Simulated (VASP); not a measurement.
Runs of VASP 6.6.1 on Sb. Symmetry: R-3m, No. 166, trigonal system. Conventional cell: a = 4.308 Å, b = 4.308 Å, c = 11.274 Å, α = 90.00°, β = 90.00°, γ = 120.00°. Sb (site symmetry 3m) is surrounded by 3 Sb at 2.91 Å. 

```tsv
level	potentials or basis	k mesh	cutoff (eV)	gap on the mesh (eV)	pressure (GPa)	relaxed volume (Å³/atom)	largest force (eV/Å)
PBE	VASP PAW PBE potentials, release 64 (Sb)	12 × 12 × 10	600	none	0.0	31.77	-
PBEsol	VASP PAW PBE potentials, release 64 (Sb)	12 × 12 × 10	600	none	0.0	(b)	-
LDA	VASP PAW LDA potentials, release 64 (Sb)	12 × 12 × 10	600	none	0.0	29.20	-
r2SCAN+rVV10	VASP PAW PBE potentials, release 64 (Sb)	12 × 12 × 10	600	none	0.0	(a)	0.01
rev-vdW-DF2	VASP PAW PBE potentials, release 64 (Sb)	12 × 12 × 10	600	none	0.0	(c)	-
r2SCAN	VASP PAW PBE potentials, release 64 (Sb)	12 × 12 × 10	600	none	0.0	31.49	-
PBE+D3(BJ)	VASP PAW PBE potentials, release 64 (Sb)	12 × 12 × 10	600	none	0.0	29.70	0.01
PBE	VASP PAW PBE potentials, release 64 (Sb)	6 × 6 × 5	300	none	0.0	31.86	-
```

Alike in all rows: task relaxation of cell and atoms; no spin polarisation; cell relaxed; smearing methfessel-paxton 0.1 eV.

Task: Fill in the values left out.

Result: (a) 30.74; (b) 29.77; (c) 31.08.

Caveats: the PAW data sets were made with another functional, which shifts forces and pressure a little (some runs); pairwise dispersion overbinds metals, which lowers pressure and volume (some runs).

A k mesh can miss the band edges, and the runs leave out spin-orbit coupling on Sb.

A gap of «none» marks a metal or a gap under the smearing width.

Not every run made on this cell is shown here.
